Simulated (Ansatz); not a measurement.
Base system: ZnTe in the zinc blende structure (space group F-43m, No. 216; a = 6.179 Å). Axes: x, y, z lie along the cube axes.

Method: PBE in Ansatz (plane waves to 420 eV, PAW, scalar-relativistic without spin-orbit coupling).

Strains are applied to the cell and any free atomic positions relax; under biaxial strain the out-of-plane vector relaxes too.

One change was made to it. Results:

```csv
quantity,base,after
band gap,1.08 eV,1.00 eV
gap character,direct at Γ,direct at Γ
```

### Question
Which of these changes matches the shifts?
A) tensor shear ε_xy = −3.02 %
B) isotropic strain +1.36 %
C) tensor shear ε_yz = −3.68 %
D) strain tensor (xx, yy, zz, yz, xz, xy) = (−0.37, −3.33, +2.78, +0.36, −0.63, −0.27) %
E) biaxial strain −4.32 %, plane normal [111], relaxed out of plane

### Answer
D, strain tensor (xx, yy, zz, yz, xz, xy) = (−0.37, −3.33, +2.78, +0.36, −0.63, −0.27) %. For comparison, the band gap in the other runs: biaxial strain −4.32 %, plane normal [111], relaxed out of plane gives 1.08 eV; tensor shear ε_yz = −3.68 % gives 0.81 eV; tensor shear ε_xy = −3.02 % gives 0.86 eV; isotropic strain +1.36 % gives 0.90 eV.

With Te present, leaving out spin-orbit coupling can change the band edges. Stability against distortions was not tested. Labels are those of the standard path for the cell's own space group.

Ansatz is a first-principles code.
